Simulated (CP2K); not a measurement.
The system is Cu.

```
CELL_PARAMETERS angstrom
2.46108 0.00000 0.00000
-0.92224 2.28175 0.00000
-0.76942 -1.14087 2.04042
ATOMIC_POSITIONS crystal
Cu 0.00000 0.00000 0.00000
```

This isn't the form of Cu at room conditions, which is fcc.

Program: CP2K 2026.2. Alike in all runs: task band structure; no spin polarisation; cell as given; k mesh 13 × 13 × 13.

Q: Order these runs on this cell by their pressure, lowest first.
A. level r2SCAN; potentials or basis POTENTIAL_UZH Cu GTH-SCAN-q11; TZVP-MOLOPT-SCAN-GTH basis; smearing fermi-dirac 0.05 eV; NGRIDS 5; basis sets Cu TZVP-MOLOPT-SCAN-GTH-q11; potentials Cu GTH-SCAN-q11 of POTENTIAL_UZH; points a segment of the path (NPOINTS) 8; bands added on the path 4
B. level LDA; potentials or basis GTH_POTENTIALS Cu GTH-PADE-q11; TZVP-MOLOPT-PBE-GTH basis; smearing fermi-dirac 0.0259 eV; NGRIDS 4; basis sets Cu TZVP-MOLOPT-PBE-GTH-q11; potentials Cu GTH-PADE-q11 of GTH_POTENTIALS; points a segment of the path (NPOINTS) 6; bands added on the path 6
C. level PBEsol; potentials or basis POTENTIAL_UZH Cu GTH-PBE-q11; TZVP-MOLOPT-PBE-GTH basis; smearing fermi-dirac 0.01 eV; NGRIDS 4; basis sets Cu TZVP-MOLOPT-PBE-GTH-q11; potentials Cu GTH-PBE-q11 of POTENTIAL_UZH; points a segment of the path (NPOINTS) 6; bands added on the path 4

A: B (-5.0 GPa), A (-1.5 GPa), C (0.6 GPa).

Caveats: the basis of atomic orbitals isn't converged, which shifts pressures, moduli and gaps; the potentials were made for another functional, which shifts forces and pressure (some runs).
